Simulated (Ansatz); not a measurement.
Runs of Ansatz 0.2.0 on Cd. Symmetry: P6_3/mmc, No. 194, hexagonal system. Conventional cell: a = 2.979 Å, b = 2.979 Å, c = 5.618 Å, α = 90.00°, β = 90.00°, γ = 120.00°. Around Cd (site symmetry -6m2) lie 12 Cd at 2.98 to 3.29 Å. 

| task | level | potentials or basis | spin | cell | k mesh | cutoff (eV) | smearing | driver | points for each segment of the path | other keys | gap on the mesh (eV) | pressure (GPa) |
| --- | --- | --- | --- | --- | --- | --- | --- | --- | --- | --- | --- | --- |
| band structure | revPBE+D3(BJ) | SSSP precision PAW | off | atoms moved at random, drawn with an rms of 0.05 Å | 8 × 8 × 4 | 1361 | fermi-dirac 0.1 eV | chain | 14 | crystal.symmetry = detect False; … | none | -1.6 |
| electrostatic potential | revPBE | SSSP efficiency PAW | off | as given | 10 × 10 × 5 | 1361 | fermi-dirac 0.1 eV | - | - | - | none | 4.8 |
| single point | exchange-only PBE+d3bjatm | Ansatz PAW | non-collinear, program default start, SOC | as given | 10 × 10 × 5 | 420 | methfessel-paxton 0.025 eV | chain | - | hamiltonian.dispersion = d3bjatm | none | (a) |
| density of states | PBE0 | Ansatz PAW | off | as given | 7 × 7 × 4 | 420 | methfessel-paxton 0.025 eV | chain | - | - | none | 1.2 |
| electrostatic potential | revPBE | SSSP efficiency PAW | off | as given | 10 × 10 × 5 | 1361 | fermi-dirac 0.1 eV | chain | - | - | none | 4.8 |

Task: Fill in the values left out.

Result: (a) 12.3.

Caveats: the potentials were made for another functional, which shifts forces and pressure (some runs); pairwise dispersion overbinds metals, which lowers pressure and volume (some runs); the dispersion damping was fitted for another functional or another form of the correction (some runs); the PAW data sets were made with another functional, which shifts forces and pressure a little (some runs); the thresholds are loose for stress (some runs).

A k mesh can miss the band edges, and rows without SOC leave out spin-orbit coupling on Cd.

A gap of «none» marks a metal or a gap under the smearing width.
